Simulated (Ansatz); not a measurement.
## ZrSe2 under changes of volume

One of the cells (25.784 Å³/atom); the others are scaled copies at fixed shape and fractional positions:

```xyz
3
Lattice="3.7980 0.0000 0.0000 -1.8990 3.2892 0.0000 0.0000 0.0000 6.1920" Properties=species:S:1:pos:R:3 pbc="T T T"
Zr    0.0000    0.0000    0.0000
Se    1.8990    1.0964    4.6440
Se    0.0000    2.1928    1.5480
```

- Program: Ansatz 0.2.0
- Functional: r2SCAN
- Potentials or basis: Ansatz PAW
- Cutoff: 500 eV (not typed: the program's choice for these potentials)
- k mesh: 8 × 8 × 5
- Occupations: fermi-dirac, width 0.05 eV
- Spin: no spin polarisation

```csv
volume (Å³/atom),energy over the lowest point (meV/atom),pressure (GPa),gap on the mesh (eV),largest force (eV/Å)
24.237,?,?,?,?
24.753,22.88,5.3,0.66,0.630
25.268,9.28,3.2,0.69,0.381
25.784,1.84,1.4,0.71,0.149
26.300,0.00,-0.2,0.73,0.067
26.815,3.21,-1.7,0.75,0.268
27.331,11.00,-3.1,0.77,0.455
```

What does the run at 24.237 Å³/atom give?

Energy over the lowest point 43.31 meV/atom; pressure 7.5 GPa; gap on the mesh 0.63 eV; largest force 0.898 eV/Å.

Worked out: A Birch-Murnaghan fit of order 3 (a polynomial in V^(-2/3)) to the other rows has its minimum at 26.22 Å³/atom with B0 = V·E''(V) = 81 GPa and B' = 4.1 at fixed shape and positions, which overstates the stiffness. It gives 43.36 meV/atom at 24.237 Å³/atom, against the run's 43.31, and -dE/dV = 7.5 GPa, against 7.5. A straight line through the other rows of the gap, of slope 1.08 eV per unit of ln V, extrapolates to 0.64 eV, against the run's 0.63.

Energies are extrapolated to zero smearing.

Caveats: odd divisions of the mesh miss points on the zone boundary, where band edges often lie, so the gap on the mesh can be too wide; the PAW data sets come from PBE, with cores solved anew for the run's functional, which leaves a small shift of forces and pressure.

A mesh can miss the band edges. Spin-orbit coupling on Se, Zr is left out.
